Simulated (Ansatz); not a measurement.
# BaTiO3 (Barioperovskite) (Amm2) in Ansatz: a series of runs

One crystal, BaTiO3 (Barioperovskite), is run at these levels: LDA; tasks: single point, equation of state.

All numbers are computed with Ansatz 0.2.0; they aren't measurements. Logs are shortened: lines on timing, memory, paths and dates and some standing lists are left out, and cuts for length are marked.

**1. The crystal as given**

Symmetry: Amm2, No. 38, orthorhombic system. Conventional cell: a = 3.986 Å, b = 5.674 Å, c = 5.690 Å, α = 90.00°, β = 90.00°, γ = 90.00°. Ba (site symmetry mm2) has 12 O at 2.77 to 2.92 Å as nearest neighbours. Ti (site symmetry mm2) has 6 O at 1.93 to 2.09 Å as nearest neighbours. O (site symmetry m) has 2 Ti at 1.93 to 2.09 Å as nearest neighbours. O (site symmetry mm2) is surrounded by 2 Ti at 2.00 Å.

**2. Single point, LDA, 12.10 Å³/atom (volume scaled by 0.94)**

input.yaml

```yaml
crystal:
  lattice:
    - [3.9041404363, 0.0, 0.0]
    - [0.0, 2.7789878318, 2.7870694172]
    - [0.0, -2.7789878318, 2.7870694172]
  atoms:
    - { symbol: Ba, position: [0.0, 0.0, 0.0] }
    - { symbol: Ti, position: [0.5, 0.5124, 0.5124] }
    - { symbol: O, position: [0.5, 0.99184, 0.50524] }
    - { symbol: O, position: [0.5, 0.50524, 0.99184] }
    - { symbol: O, position: [0.0, 0.4874, 0.4874] }
kpoints:
  mp_grid: { grid: [7, 7, 7] }
scf:
  occupations: { method: fermi_dirac, width: 0.05 }
hamiltonian:
  xc: lda
  pseudopotentials: { kind: all_electron, lapw: { basis_error: 0.002 } }
output:
  forces: true
  stress: true
  eigenvalues: true
```

Potentials or basis: all-electron LAPW, scalar-relativistic.

The run is started by

```console
> ansatz run input.yaml --threads 4 --pin off --max-ram 12288MiB --backend cpu --events-out ev --progress --plain --runs-dir out
```

What it wrote:

```text
Warning: RAYON_NUM_THREADS=4 ignored (pool sized by the plan → 4); use --threads N
LAPW: plane waves up to 10.274 Å⁻¹, error target 2.0e-3 eV per atom; small_component_spin mean_spin; O in spheres of 0.878 Å, 8 of its electrons in bands, Dirac shells []; Ti in spheres of 1.010 Å, 20 of its electrons in bands, Dirac shells []; Ba in spheres of 1.105 Å, 28 of its electrons in bands, Dirac shells [] (how accurate: hamiltonian.pseudopotentials.lapw.basis_error, Limitations)
Engine: ansatz 0.2.0, x86_64-unknown-linux-gnu
Pseudopotentials: kind: all_electron
Pseudopotential: Ba, LAPW, valence charge 28, lapw/all_electron/scalar/gaussian/Ba, Koelling and Harmon's equation, gaussian nucleus
Pseudopotential: Ti, LAPW, valence charge 20, lapw/all_electron/scalar/gaussian/Ti, Koelling and Harmon's equation, gaussian nucleus
Pseudopotential: O, LAPW, valence charge 8, lapw/all_electron/scalar/gaussian/O, Koelling and Harmon's equation, gaussian nucleus
Functional definition: SPW92
  exchange = slater_x
  correlation = pw_c
Crystal: 5 atoms, lattice volume = 60.477 Å³
Basis set: ecut = 402.1881763166421 eV, 1125 PW (Γ), exchange–correlation at level 2
Bands: 44, of which v1, the nominal top of the filled ones, is band 36 counted from 1 (35 counted from 0)
Symmetry: 4 space group operations
Space group: Amm2 (ITA 38), of the structure as read, at distance tolerance 3.9e-5 Å
k-points: 64 of 343 (time reversal used)
Non-local potential: Ba, projectors of the file, none
Non-local potential: Ti, projectors of the file, none
Non-local potential: O, projectors of the file, none
Initial density: superposition of atomic densities (chi_scale 0.1, normalization cell, long waves kept (reshape's long-wave potential 0.00 eV rms))
Initial wavefunctions: plane waves of lowest kinetic energy (no species holds an atomic orbital)
Functional: x = slater, c = lda
iter 1 solved again at ethr=1.90e-2 eV; its pass at ethr=1.00e-1 eV (dr2=1.36e1 eV) is discarded
SCF iter   1: F=—  HF=-250510.228524 eV  |F-HF|=—  |Δ(HF+E_count)|=         —  Δρ=1.41e-1  dr2=1.36e1  ethr=1.90e-2  ⟨swp⟩=2.0  Hψ=18247  notcnv=0
preconditioner: auto → Resta (q_TF=auto, 2.809 Å⁻¹)  ε∞=3.4  [insulator: Δε(μ)=5.933 eV  Ē_g=19.007 eV  σ=0.050 eV  W_gap=1.00  n_scr=26 (ndim 8)  ℏωp=29.4 eV  f_vac=0.000  D(μ)=0.00/eV (n_scr^D=0)  ε∞_Penn≈3.4]
SCF iter   2: F=—  HF=-250506.227940 eV  |F-HF|=—  |Δ(HF+E_count)|=    4.00e0  Δρ=8.02e-2  dr2=5.07e0  ethr=1.89e-2  ⟨swp⟩=3.0  Hψ=9593  notcnv=0
SCF iter   3: F=—  HF=-250504.540816 eV  |F-HF|=—  |Δ(HF+E_count)|=    1.69e0  Δρ=4.41e-2  dr2=1.42e0  ethr=7.04e-3  ⟨swp⟩=3.0  Hψ=8863  notcnv=0
SCF iter   4: F=—  HF=-250504.185641 eV  |F-HF|=—  |Δ(HF+E_count)|=         —  Δρ=1.48e-2  dr2=1.55e-1  ethr=1.97e-3  ⟨swp⟩=3.0  Hψ=9132  notcnv=0
the basis was enlarged: its passes take 89.3 KiB over the memory plan, 4 of 4 planned eigensolver slots
SCF iter   5: F=—  HF=-250504.195294 eV  |F-HF|=—  |Δ(HF+E_count)|=   9.65e-3  Δρ=1.23e-2  dr2=1.31e-1  ethr=2.16e-4  ⟨swp⟩=2.9  Hψ=9226  notcnv=0
SCF iter   6: F=—  HF=-250504.156824 eV  |F-HF|=—  |Δ(HF+E_count)|=   3.85e-2  Δρ=4.55e-3  dr2=1.72e-2  ethr=1.82e-4  ⟨swp⟩=2.0  Hψ=8844  notcnv=0
iter 7 solved again at ethr=1.01e-6 eV; its pass at ethr=2.39e-5 eV (dr2=7.30e-4 eV) is discarded
SCF iter   7: F=—  HF=-250504.150714 eV  |F-HF|=—  |Δ(HF+E_count)|=   6.11e-3  Δρ=9.48e-4  dr2=7.30e-4  ethr=1.01e-6  ⟨swp⟩=2.0  Hψ=14512  notcnv=0
SCF iter   8: F=—  HF=-250504.150480 eV  |F-HF|=—  |Δ(HF+E_count)|=   2.33e-4  Δρ=2.04e-4  dr2=3.38e-5  ethr=1.01e-6  ⟨swp⟩=2.2  Hψ=8606  notcnv=0
SCF iter   9: F=—  HF=-250504.150476 eV  |F-HF|=—  |Δ(HF+E_count)|=   4.13e-6  Δρ=2.30e-5  dr2=2.71e-7  ethr=4.69e-8  ⟨swp⟩=2.0  Hψ=8585  notcnv=0
SCF iter  10: F=—  HF=-250504.150476 eV  |F-HF|=—  |Δ(HF+E_count)|=   6.98e-9  Δρ=1.33e-5  dr2=1.26e-7  ethr=3.76e-10  ⟨swp⟩=3.0  Hψ=8853  notcnv=0
SCF iter  11: F=-250504.150476 eV  HF=-250504.150476 eV  |F-HF|=6.98e-9  |Δ(HF+E_count)|=   2.60e-8  Δρ=3.71e-6  dr2=8.47e-9  ethr=1.75e-10  ⟨swp⟩=2.0  Hψ=8585  notcnv=0
SCF 1 converged in 11 iterations: F = -250504.150476 eV  dr2 = 8.47e-9
SCF converged after 11 iterations
Free energy (F): -250504.150476 eV
Harris-Foulkes:  -250504.150476 eV  (|F-HF|=6.98e-9)
Internal energy: -250504.150476 eV  (E = F + TS)
E sigma→0 (E₀):  -250504.150476 eV
Fermi energy:    13.851629 eV
--- Per-component energies (eV) ---
  E_band       = -8589.189236
  E_kinetic    = 265129.726540
  E_xc         = -6985.134296
  E_electrostatic = -508648.742720  (all electrons and nuclei)
  E_smearing   = -0.000000  (= −TS)
  E_closure    = 0.000000  (closes the sum)
  E_atoms      = -250460.715583  (free atoms, spherical and without spin; not in F)
  Σ components = -250504.150476   (vs F -250504.150476, Δ=0.00e0)
  Basis errors (estimates in eV, not in F): energy 9.3e-4 per atom: plane waves 8.4e-4 (5.0e-4 summed), levels above the bands 5.1e-70, relativity 1.4e-8, radial functions 9.1e-5, core shells 1.6e-7; eigenvalues (radial functions only) 4.8e-6; not estimated: angular momenta, meshes, grids; target (lapw.basis_error) 2.0e-3; muffin-tin radii O 0.878 Å, Ti 1.010 Å, Ba 1.105 Å
--- Forces (eV/Å), atoms counted from 1 ---
  atom   1  Ba     0.00000000     0.00000000     0.17538187
  atom   2  Ti     0.00000000     0.00000000    -0.08212025
  atom   3  O      0.00000000     0.16547790    -0.13654912
  atom   4  O     -0.00000000    -0.16547790    -0.13654912
  atom   5  O      0.00000000     0.00000000     0.17983542
  max |Σ_I F_I| component: 1.20e-6 eV/Å
--- Stress (GPa, compression-positive) ---
        2.557714       0.000000       0.000000
        0.000000       2.731163       0.000000
        0.000000       0.000000       1.991883
  P = ⅓ Tr σ = 2.4269 GPa (24.269 kbar)
--- Band table (eV; the first three rows and the last of 64) ---
  k-point 0: bands = ["-516.3035", "-487.0630", "-487.0630", "-487.0390", "-424.7108", "-424.7106", "-424.7095", "-220.2480", "-157.6353", "-157.6344", "-157.6343", "-66.7790", "-66.7778", "-66.7767", "-66.7766", "-66.7759", "-42.7315", "-19.3391", "-19.3352", "-19.3195", "-11.6000", "-3.8168", "-3.1516", "-3.1374", "3.2076", "3.2139", "3.2364", "10.6333", "10.6368", "10.6383", "11.4966", "11.5555", "11.6112", "12.5774", "12.7037", "12.7533", "14.7953", "14.8639", "15.0528", "17.3894", "17.4504", "17.9051", "18.0160", "20.7783"]
  k-point 1: bands = ["-516.3035", "-487.0630", "-487.0630", "-487.0390", "-424.7108", "-424.7106", "-424.7095", "-220.2480", "-157.6353", "-157.6344", "-157.6343", "-66.7789", "-66.7777", "-66.7767", "-66.7766", "-66.7759", "-42.7313", "-19.3509", "-19.3363", "-19.3190", "-11.5694", "-3.8508", "-3.1442", "-3.1074", "3.2472", "3.2746", "3.3271", "10.2607", "10.5528", "10.5570", "11.2328", "11.3409", "11.4869", "12.2299", "12.4618", "12.6082", "14.9169", "15.2582", "15.3523", "17.4395", "17.9515", "18.2963", "18.4255", "21.2752"]
  k-point 2: bands = ["-516.3035", "-487.0630", "-487.0630", "-487.0390", "-424.7108", "-424.7106", "-424.7095", "-220.2480", "-157.6353", "-157.6344", "-157.6343", "-66.7789", "-66.7777", "-66.7767", "-66.7766", "-66.7760", "-42.7307", "-19.3809", "-19.3353", "-19.3177", "-11.4992", "-4.0101", "-3.1173", "-2.9461", "3.3346", "3.3640", "3.5825", "9.4417", "10.2821", "10.2842", "10.8741", "11.0575", "11.2011", "11.4474", "12.2392", "12.3496", "14.9974", "16.0456", "16.1025", "17.4438", "18.8673", "19.2130", "19.4462", "21.5816"]
  k-point 63: bands = ["-516.3035", "-487.0630", "-487.0630", "-487.0390", "-424.7108", "-424.7106", "-424.7095", "-220.2480", "-157.6353", "-157.6344", "-157.6343", "-66.7788", "-66.7776", "-66.7767", "-66.7767", "-66.7760", "-42.7273", "-19.3976", "-19.3938", "-19.3839", "-11.2520", "-2.9368", "-2.8666", "-2.8183", "2.3654", "2.4214", "2.5388", "8.3854", "8.9443", "8.9807", "10.3042", "10.5298", "10.5333", "12.6558", "12.6979", "12.7587", "17.3195", "17.3750", "17.3847", "20.0014", "20.1376", "20.2781", "21.2030", "21.2713"]
```

Wall time 18 s (4 threads of Intel Xeon 6975P-C (Granite Rapids), shared host); peak memory 0.76 GiB.

Results:

```yaml
Free_energy: -250504.1505 eV
Pressure: 2.4 GPa
Largest_force: 0.215 eV/Å
Band_gap_on_the_k_mesh: 2.03 eV, indirect (least direct gap 2.04 eV)
```

Caveat: spin-orbit coupling is left out, which moves the levels of the heavy elements; an odd mesh through Γ misses points on the zone boundary, where band edges often lie.

**3. Single point, LDA, 12.35 Å³/atom (volume scaled by 0.96)**

Changes to input.yaml since step 2:

```diff
@@ -2,5 +2,5 @@
   lattice:
-    - [3.9041404363, 0.0, 0.0]
-    - [0.0, 2.7789878318, 2.7870694172]
-    - [0.0, -2.7789878318, 2.7870694172]
+    - [3.9316352889, 0.0, 0.0]
+    - [0.0, 2.7985588135, 2.8066973133]
+    - [0.0, -2.7985588135, 2.8066973133]
   atoms:
```

Potentials or basis: all-electron LAPW, scalar-relativistic.

The run is started by

```console
> ansatz run input.yaml --threads 4 --pin off --max-ram 12288MiB --backend cpu --events-out ev --progress --plain --runs-dir out
```

It took 21 s on 4 threads of Intel Xeon 6975P-C (Granite Rapids), shared host; peak memory 0.74 GiB.

Results (log left out):

- Free energy: -250504.1531 eV
- Pressure: -1.7 GPa
- Largest force: 0.215 eV/Å
- Band gap on the k mesh: 1.98 eV, indirect (least direct gap 2.03 eV)

Caveat: spin-orbit coupling is left out, which moves the levels of the heavy elements; an odd mesh through Γ misses points on the zone boundary, where band edges often lie.

**4. Single point, LDA, 12.61 Å³/atom (volume scaled by 0.98)**

Changes to input.yaml since step 3:

```diff
@@ -2,5 +2,5 @@
   lattice:
-    - [3.9316352889, 0.0, 0.0]
-    - [0.0, 2.7985588135, 2.8066973133]
-    - [0.0, -2.7985588135, 2.8066973133]
+    - [3.9587508719, 0.0, 0.0]
+    - [0.0, 2.817859829, 2.8260544582]
+    - [0.0, -2.817859829, 2.8260544582]
   atoms:
```

The run is started by

```console
> ansatz run input.yaml --threads 4 --pin off --max-ram 12288MiB --backend cpu --events-out ev --progress --plain --runs-dir out
```

Run time: 19 s. Hardware: 4 threads of Intel Xeon 6975P-C (Granite Rapids), shared host; peak memory 0.73 GiB.

Results (log left out):

* Free energy: -250504.1247 eV
* Pressure: -5.3 GPa
* Largest force: 0.257 eV/Å
* Band gap on the k mesh: 1.94 eV, indirect (least direct gap 2.01 eV)

Caveat: spin-orbit coupling is left out, which moves the levels of the heavy elements; an odd mesh through Γ misses points on the zone boundary, where band edges often lie.

**5. Single point, LDA, 12.87 Å³/atom**

Changes to input.yaml since step 4:

```diff
@@ -2,5 +2,5 @@
   lattice:
-    - [3.9587508719, 0.0, 0.0]
-    - [0.0, 2.817859829, 2.8260544582]
-    - [0.0, -2.817859829, 2.8260544582]
+    - [3.9855, 0.0, 0.0]
+    - [0.0, 2.8369, 2.84515]
+    - [0.0, -2.8369, 2.84515]
   atoms:
```

The run is started by

```console
> ansatz run input.yaml --threads 4 --pin off --max-ram 12288MiB --backend cpu --events-out ev --progress --plain --runs-dir out
```

Wall time 22 s (4 threads of Intel Xeon 6975P-C (Granite Rapids), shared host); peak memory 0.72 GiB.

The run converged. Its results:

```yaml
Free_energy: -250504.0685 eV
Pressure: -8.6 GPa
Largest_force: 0.319 eV/Å
Band_gap_on_the_k_mesh: 1.90 eV, indirect (least direct gap 1.99 eV)
```

Caveat: spin-orbit coupling is left out, which moves the levels of the heavy elements; an odd mesh through Γ misses points on the zone boundary, where band edges often lie.

**6. Single point, LDA, 13.12 Å³/atom (volume scaled by 1.02)**

Changes to input.yaml since step 5:

```diff
@@ -2,5 +2,5 @@
   lattice:
-    - [3.9855, 0.0, 0.0]
-    - [0.0, 2.8369, 2.84515]
-    - [0.0, -2.8369, 2.84515]
+    - [4.011894809, 0.0, 0.0]
+    - [0.0, 2.8556879648, 2.8639926021]
+    - [0.0, -2.8556879648, 2.8639926021]
   atoms:
```

Potentials or basis: all-electron LAPW, scalar-relativistic.

The run is started by

```console
> ansatz run input.yaml --threads 4 --pin off --max-ram 12288MiB --backend cpu --events-out ev --progress --plain --runs-dir out
```

Wall time 19 s (4 threads of Intel Xeon 6975P-C (Granite Rapids), shared host); peak memory 0.74 GiB.

It converged, with:

```yaml
Free_energy: -250503.9876 eV
Pressure: -11.5 GPa
Largest_force: 0.387 eV/Å
Band_gap_on_the_k_mesh: 1.85 eV, indirect (least direct gap 1.97 eV)
```

Caveat: spin-orbit coupling is left out, which moves the levels of the heavy elements; an odd mesh through Γ misses points on the zone boundary, where band edges often lie.

**7. Single point, LDA, 13.38 Å³/atom (volume scaled by 1.04)**

Changes to input.yaml since step 6:

```diff
@@ -2,5 +2,5 @@
   lattice:
-    - [4.011894809, 0.0, 0.0]
-    - [0.0, 2.8556879648, 2.8639926021]
-    - [0.0, -2.8556879648, 2.8639926021]
+    - [4.0379468039, 0.0, 0.0]
+    - [0.0, 2.8742319127, 2.8825904778]
+    - [0.0, -2.8742319127, 2.8825904778]
   atoms:
```

The run is started by

```console
> ansatz run input.yaml --threads 4 --pin off --max-ram 12288MiB --backend cpu --events-out ev --progress --plain --runs-dir out
```

Run time: 20 s. Hardware: 4 threads of Intel Xeon 6975P-C (Granite Rapids), shared host; peak memory 0.74 GiB.

It converged, with:

```yaml
Free_energy: -250503.8846 eV
Pressure: -14.1 GPa
Largest_force: 0.456 eV/Å
Band_gap_on_the_k_mesh: 1.81 eV, indirect (least direct gap 1.94 eV)
```

Caveat: spin-orbit coupling is left out, which moves the levels of the heavy elements; an odd mesh through Γ misses points on the zone boundary, where band edges often lie.

**8. Single point, LDA, 13.64 Å³/atom (volume scaled by 1.06)**

Changes to input.yaml since step 7:

```diff
@@ -2,5 +2,5 @@
   lattice:
-    - [4.0379468039, 0.0, 0.0]
-    - [0.0, 2.8742319127, 2.8825904778]
-    - [0.0, -2.8742319127, 2.8825904778]
+    - [4.0636669038, 0.0, 0.0]
+    - [0.0, 2.8925396159, 2.9009514217]
+    - [0.0, -2.8925396159, 2.9009514217]
   atoms:
```

The run is started by

```console
> ansatz run input.yaml --threads 4 --pin off --max-ram 12288MiB --backend cpu --events-out ev --progress --plain --runs-dir out
```

It took 21 s on 4 threads of Intel Xeon 6975P-C (Granite Rapids), shared host; peak memory 0.73 GiB.

Results (log left out):

| Item | Value |
| --- | --- |
| Free energy | -250503.7621 eV |
| Pressure | -16.4 GPa |
| Largest force | 0.522 eV/Å |
| Band gap on the k mesh | 1.77 eV, indirect (least direct gap 1.92 eV) |

Caveat: spin-orbit coupling is left out, which moves the levels of the heavy elements; an odd mesh through Γ misses points on the zone boundary, where band edges often lie.

**9. Equation of state, LDA**

Potentials or basis: all-electron LAPW, scalar-relativistic.

This step only gathers the single runs of the series.

What came out:

- Equilibrium volume: 12.24 Å³/atom
- Bulk modulus at fixed shape and positions: 194 GPa
- Pressure derivative of the bulk modulus: 4.5

Energy against volume, from the lowest point:
```
volume (Å³/atom)  energy (meV/atom)
          12.095               0.53
          12.353               0.00
          12.610               5.68
          12.867              16.92
          13.125              33.11
          13.382              53.70
          13.639              78.21
```

Caveat: the cell was scaled at fixed shape and fractional positions, which overstates the stiffness of a crystal with free parameters, most of all of layers and chains. Spin-orbit coupling is left out, which matters for the levels of Ba.
